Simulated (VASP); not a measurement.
# MnS (F-43m) in VASP: single point with PBE

Aim: the single point of MnS with PBE.

Program: VASP 6.6.1. These are calculated values, not measurements. Logs are shortened: lines on timing, memory, paths and dates and some standing lists are left out, and cuts for length are marked.

## (1) The structure

The structure is cubic, space group F-43m (No. 216). Conventional cell: a = 5.600 Å, b = 5.600 Å, c = 5.600 Å, α = 90.00°, β = 90.00°, γ = 90.00°. Around Mn (site symmetry -43m) lie 4 S at 2.42 Å. S (site symmetry -43m) has 4 Mn at 2.42 Å as nearest neighbours.

## (2) Single point, PBE, collinear spin, typed start

Contents of INCAR:

```
  PREC = Accurate
  ENCUT = 520
  EDIFF = 1E-6
  ISMEAR = 0
  SIGMA = 0.1
  LREAL = F
  LASPH = T
  NELM = 150
  ALGO = Normal
  ISIF = 2
  LWAVE = F
  LCHARG = T
  ISPIN = 2
  MAGMOM = 4 0
  LORBIT = 11
  LMAXMIX = 4
  GGA = PE
  LELF = T
  LVHAR = T
  NBANDS = 20
```

Contents of KPOINTS:

```
Automatic mesh
0
Gamma
  6 6 6
```

Contents of POSCAR:

```
MnS
1.0
    0.0000000000      2.8000000000      2.8000000000
    2.8000000000      0.0000000000      2.8000000000
    2.8000000000      2.8000000000      0.0000000000
Mn S
1 1
Direct
    0.0000000000      0.0000000000      0.0000000000
    0.7500000000      0.7500000000      0.7500000000
```

Potentials or basis: VASP PAW PBE potentials, release 64 (Mn_pv, S).

On the command line:

```console
> cat potpaw_PBE.64/Mn_pv/POTCAR potpaw_PBE.64/S/POTCAR > POTCAR
> mpirun -np 1 vasp_std > vasp.out
```

OUTCAR:

```text
PREC = Accurate
   ENCUT = 520
   EDIFF = 1E-6
   ISMEAR = 0
   LREAL = F
   LASPH = T
   NELM = 150
   ISIF = 2
   ISPIN = 2
   LORBIT = 11
   GGA = PE

 ion  position               nearest neighbor table
   1  0.000  0.000  0.000-   2 2.42   2 2.42   2 2.42   2 2.42
   2  0.750  0.750  0.750-   1 2.42   1 2.42   1 2.42   1 2.42

  LATTYP: Found a face centered cubic cell.
 ALAT       =     5.6000000000

  Lattice vectors:

 A1 = (   0.0000000000,   2.8000000000,   2.8000000000)
 A2 = (   2.8000000000,   0.0000000000,   2.8000000000)
 A3 = (   2.8000000000,   2.8000000000,   0.0000000000)

Analysis of symmetry for initial positions (statically):
=====================================================================
 Subroutine PRICEL returns:
 Original cell was already a primitive cell.

 Routine SETGRP: Setting up the symmetry group for a
 face centered cubic supercell.

 Subroutine GETGRP returns: Found 24 space group operations
 (whereof 24 operations were pure point group operations)
 out of a pool of 48 trial point group operations.

The static configuration has the point symmetry T_d .

Analysis of symmetry for dynamics (positions and initial velocities):
=====================================================================
 Subroutine PRICEL returns:
 Original cell was already a primitive cell.

 Routine SETGRP: Setting up the symmetry group for a
 face centered cubic supercell.

 Subroutine GETGRP returns: Found 24 space group operations
 (whereof 24 operations were pure point group operations)
 out of a pool of 48 trial point group operations.

The dynamic configuration has the point symmetry T_d .

Analysis of structural, dynamic, and magnetic symmetry:
=====================================================================
 Subroutine PRICEL returns:
 Original cell was already a primitive cell.

 Routine SETGRP: Setting up the symmetry group for a
 face centered cubic supercell.

 Subroutine GETGRP returns: Found 24 space group operations
 (whereof 24 operations were pure point group operations)
 out of a pool of 48 trial point group operations.

The overall configuration has the point symmetry T_d .

 Subroutine INISYM returns: Found 24 space group operations
 (whereof 24 operations are pure point group operations),
 and found     1 'primitive' translations

----------------------------------------------------------------------------------------

                                     Primitive cell

  volume of cell :      43.9040

  direct lattice vectors                    reciprocal lattice vectors
     0.000000000  2.800000000  2.800000000    -0.178571429  0.178571429  0.178571429
     2.800000000  0.000000000  2.800000000     0.178571429 -0.178571429  0.178571429
     2.800000000  2.800000000  0.000000000     0.178571429  0.178571429 -0.178571429

  length of vectors
     3.959797975  3.959797975  3.959797975     0.309294787  0.309294787  0.309294787

  position of ions in fractional coordinates (direct lattice)
     0.000000000  0.000000000  0.000000000
     0.750000000  0.750000000  0.750000000

  ion indices of the primitive-cell ions
   primitive index   ion index
                 1           1
                 2           2

----------------------------------------------------------------------------------------

 KPOINTS: Automatic mesh

Automatic generation of k-mesh.
 Grid dimensions read from file:
 generate k-points for:    6    6    6

 Generating k-lattice:

  Cartesian coordinates                     Fractional coordinates (reciprocal lattice)
    -0.029761905  0.029761905  0.029761905     0.166666667  0.000000000  0.000000000
     0.029761905 -0.029761905  0.029761905     0.000000000  0.166666667  0.000000000
     0.029761905  0.029761905 -0.029761905     0.000000000  0.000000000  0.166666667

  Length of vectors
     0.051549131  0.051549131  0.051549131

  Shift w.r.t. Gamma in fractional coordinates (k-lattice)
     0.000000000  0.000000000  0.000000000

 Subroutine IBZKPT returns following result:
 ===========================================

 Found     16 irreducible k-points:

 Following reciprocal coordinates:
            Coordinates               Weight
  0.000000  0.000000  0.000000      1.000000
  0.166667  0.000000  0.000000      8.000000
  0.333333  0.000000  0.000000      8.000000
  0.500000  0.000000  0.000000      4.000000
  0.166667  0.166667  0.000000      6.000000
  0.333333  0.166667  0.000000     24.000000
[... 8 lines left out ...]
 -0.333333  0.333333  0.166667     24.000000
 -0.333333  0.500000  0.166667     12.000000
   k-points           NKPTS =     16   k-points in BZ     NKDIM =     16   number of bands    NBANDS=     20
   number of dos      NEDOS =    301   number of ions     NIONS =      2
   total plane-waves  NPLWV =  27000
   dimension x,y,z NGX =    30 NGY =   30 NGZ =   30
   dimension x,y,z NGXF=    60 NGYF=   60 NGZF=   60
   ions per type =               1   1
   NGX,Y,Z   is equivalent  to a cutoff of  12.60, 12.60, 12.60 a.u.
   NGXF,Y,Z  is equivalent  to a cutoff of  25.19, 25.19, 25.19 a.u.
 SYSTEM =  unknown system
   PREC   = accura    normal or accurate (medium, high low for compatibility)
   ISTART =      0    job   : 0-new  1-cont  2-samecut
   ICHARG =      2    charge: 1-file 2-atom 10-const
   ISPIN  =      2    spin polarized calculation?
   LNONCOLLINEAR =      F non collinear calculations
   LSORBIT =      F    spin-orbit coupling
   LASPH  =      T    aspherical Exc in radial PAW
   ENCUT  =  520.0 eV  38.22 Ry    6.18 a.u.   7.36  7.36  7.36*2*pi/ulx,y,z
   NELM   =    150;   NELMIN=  2; NELMDL= -5     # of ELM steps
   EDIFF  = 0.1E-05   stopping-criterion for ELM
   LREAL  =      F    real-space projection
   EDIFFG = 0.1E-04   stopping-criterion for IOM
   NSW    =      0    number of steps for IOM
   IBRION =     -1    ionic relax: 0-MD 1-quasi-New 2-CG
   NFREE  =      0    steps in history (QN), initial steepest desc. (CG)
   ISIF   =      2    stress and relaxation
   ISYM   =      2    0-nonsym 1-usesym 2-fastsym
   POTIM  = 0.5000    time-step for ionic-motion
   TEBEG  =    0.0;   TEEND  =   0.0 temperature during run
   PSTRESS=    0.0 pullay stress
   NELECT =      19.0000    total number of electrons
   NUPDOWN=      -1.0000    fix difference up-down
   EMIN   =  10.00;   EMAX   =-10.00  energy-range for DOS
   EFERMI =   0.00;   METHOD = LEGACY
   ISMEAR =     0;   SIGMA  =   0.10  broadening in eV -4-tet -1-fermi 0-gaus
   EFERMI_NEDOS =   21; number of points for ismear=-14 and -15
   IALGO  =     38    algorithm
   IMIX   =      4    mixing-type and parameters
     AMIX     =   0.40;   BMIX     =  1.00
     AMIX_MAG =   1.60;   BMIX_MAG =  1.00
  volume/ion in A,a.u.               =      21.95       148.14
  Fermi-wavevector in a.u.,A,eV,Ry     =   1.238297  2.340041 20.862879  1.533378
  Thomas-Fermi vector in A             =   2.372828
   LORBIT       =     11    0 simple, 1 ext, 2 COOP (PROOUT), +10 PAW based schemes
   GGA     = PE    functional components
   LHFCALC =     F    Hartree Fock is set to
   AEXX    =    0.0000 exact exchange contribution
   IVDW    =     0    specifies the selected vdW correction
   LEPSILON=     F    determine dielectric tensor
   LRPA    =     F    only Hartree local field effects (RPA)
 spin polarized calculation
 Gauss-broadening in eV      SIGMA  =   0.10
  energy-cutoff  :      520.00
  volume of cell :       43.90
 maximum number of plane-waves:      1243
 NGX is ok and might be reduce to    30
   NGX = 15   NGY = 15   NGZ = 15

 number of electron      18.9999987 magnetization       4.9075559

 Free energy of the ion-electron system (eV)
  ---------------------------------------------------
  ext. energy  EPLUGINS =         0.00000000
  ---------------------------------------------------
  free energy    TOTEN  =       -14.08250666 eV

  energy without entropy =      -14.07693213  energy(sigma->0) =      -14.07971939

 E-fermi :   4.5187     XC(G=0):  -9.3165

 val. band max:        4.5182552302   @ k =  -0.3333   0.5000   0.1667
 cond. band min:       4.6145213566   @ k =   0.5000   0.3333   0.0000
 fundamental gap:      0.0962661264
 Fermi energy:         4.5187048897

 spin component 1

 k-point     1 :       0.0000    0.0000    0.0000
  band No.  band energies     occupation
      1     -46.2371      1.00000
      2     -46.2371      1.00000
      3     -46.2371      1.00000
      4      -9.3933      1.00000
      5      -0.3569      1.00000
      6      -0.3569      1.00000
[... 12 lines left out ...]
     19      16.5429      0.00000
     20      17.1738      0.00000
[... 323 lines left out ...]
 k-point    16 :      -0.3333    0.5000    0.1667
  band No.  band energies     occupation
      1     -46.2399      1.00000
      2     -46.2388      1.00000
      3     -46.2384      1.00000
      4      -8.4884      1.00000
      5      -1.0180      1.00000
      6      -0.1697      1.00000
[... 12 lines left out ...]
     19      17.3039      0.00000
     20      17.5652      0.00000
 Fermi energy:         4.5187048897

 spin component 2

 k-point     1 :       0.0000    0.0000    0.0000
  band No.  band energies     occupation
      1     -41.6559      1.00000
      2     -41.6559      1.00000
      3     -41.6559      1.00000
      4      -9.0860      1.00000
      5       1.2052      1.00000
      6       1.2052      1.00000
[... 12 lines left out ...]
     19      17.3894      0.00000
     20      18.1222      0.00000
[... 323 lines left out ...]
 k-point    16 :      -0.3333    0.5000    0.1667
  band No.  band energies     occupation
      1     -41.6600      1.00000
      2     -41.6583      1.00000
      3     -41.6577      1.00000
      4      -8.2381      1.00000
      5      -0.1994      1.00000
      6       0.6430      1.00000
[... 12 lines left out ...]
     19      17.9403      0.00000
     20      18.1216      0.00000

------------------------ aborting loop because EDIFF is reached ----------------------------------------

  FORCE on cell =-STRESS in cart. coord.  units (eV):
  Direction    XX          YY          ZZ          XY          YZ          ZX
  --------------------------------------------------------------------------------------
  -------------------------------------------------------------------------------------
  Total        0.2684707      0.2684707      0.2684707      0.0000000      0.0000000     -0.0000000
  in kB        9.7972328      9.7972328      9.7972328      0.0000000      0.0000000     -0.0000000
  external PRESSURE =       9.7972328 kB  Pullay stress =       0.0000000 kB

 VOLUME and BASIS-vectors are now :
 -----------------------------------------------------------------------------
  energy-cutoff  :      520.00
  volume of cell :       43.90
      direct lattice vectors                 reciprocal lattice vectors
     0.000000000  2.800000000  2.800000000    -0.178571429  0.178571429  0.178571429
     2.800000000  0.000000000  2.800000000     0.178571429 -0.178571429  0.178571429
     2.800000000  2.800000000  0.000000000     0.178571429  0.178571429 -0.178571429

 POSITION                                       TOTAL-FORCE (eV/Angst)
 -----------------------------------------------------------------------------------
      0.00000      0.00000      0.00000         0.000000      0.000000      0.000000
      4.20000      4.20000      4.20000        -0.000000     -0.000000     -0.000000
 -----------------------------------------------------------------------------------
    total drift:                                0.000000      0.000000      0.000000

  FREE ENERGIE OF THE ION-ELECTRON SYSTEM (eV)
  ---------------------------------------------------
  free  energy   TOTEN  =       -14.0825066629 eV

  energy  without entropy=      -14.0769321257  energy(sigma->0) =      -14.07971939

 total charge

# of ion       s       p       d       tot
------------------------------------------
    1        0.260   6.212   4.903  11.375
    2        1.315   2.449   0.000   3.763
--------------------------------------------------
tot          1.575   8.661   4.903  15.139

 magnetization (x)

# of ion       s       p       d       tot
------------------------------------------
    1        0.049   0.065   4.207   4.322
    2        0.011   0.075   0.000   0.086
--------------------------------------------------
tot          0.060   0.140   4.207   4.407
```

It took 21 s on 1 thread of Intel Xeon 6975P-C (Granite Rapids), shared host; peak memory 0.19 GiB.

Results:

```yaml
Free_energy: -14.0825 eV
Pressure: 1.0 GPa
Band_gap_on_the_k_mesh: none (metal or under the smearing width)
Net_moment: 4.91 μB per cell
Site_moments: Mn +4.32; S +0.09 μB
Valence_electrons_inside_the_program's_atomic_spheres: Mn 11.38; S 3.76
```

Caveat: a cell with one magnetic atom can't hold antiferromagnetic order, which such compounds often take; semilocal functionals often make such compounds metallic where correlation or magnetic order opens a gap, which also shifts bond lengths. With open d or f shells a metallic result of PBE can be an artefact of self-interaction; +U or a hybrid may open a gap.
